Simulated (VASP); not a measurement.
The system is Tl.

```
Tl
1.0
     0.00000    2.46634    2.46634
     2.46634    0.00000    2.46634
     2.46634    2.46634    0.00000
Tl
1
Direct
  0.00000 0.00000 0.00000
```

This isn't the form of Tl at room conditions, which is hcp.

* Program: VASP 6.6.1
* Task: single point
* Functional: PBE
* Potentials or basis: VASP PAW PBE potentials, release 64 (Tl_d)
* Cutoff: 520 eV
* k mesh: 9 × 9 × 9
* Occupations: fermi-dirac, width 0.05 eV
* Spin: no spin polarisation

On this cell: pressure 1.1 GPa; band gap on the k mesh none (metal or under the smearing width).

The same run follows on a disturbed copy (cell strained at random at fixed volume):

```
CELL_PARAMETERS angstrom
0.01848 2.48807 2.49753
2.48265 0.02130 2.49471
2.45902 2.46162 0.04492
ATOMIC_POSITIONS crystal
Tl 0.00035 0.99929 0.99880
```

Problem. What does the disturbed cell give?

Solution. The energy (extrapolated to zero smearing) moves by +1.2 meV/atom; pressure 1.1 GPa; band gap on the k mesh none (metal or under the smearing width).

Stress tensor (GPa, compression positive):
```
 1.16 -0.01 -0.19
-0.01  1.16 -0.21
-0.19 -0.21  1.12
```
